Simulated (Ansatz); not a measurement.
Take a crystal in which W has been replaced by Cr on all its sites, with the cell rescaled by a rough guess (in some cases also distorted within its space group) and nothing relaxed:

```
Cr
1.0
    -1.51048    1.51048    1.51048
     1.51048   -1.51048    1.51048
     1.51048    1.51048   -1.51048
Cr
1
Direct
  0.00000 0.00000 0.00000
```

All numbers below come from DFT PBE, scalar-relativistic, plane waves, PAW in Ansatz.

Settings: cutoff 420 eV, Γ-centred mesh 20×20×20 on the computed 1-atom cell, Gaussian smearing of 0.10 eV; no spin polarisation.

What pressure does the cell carry?

The pressure is -31.2 GPa (positive in compression), so the cell would contract.

Is it a metal on this mesh?

Yes, a band crosses the Fermi level.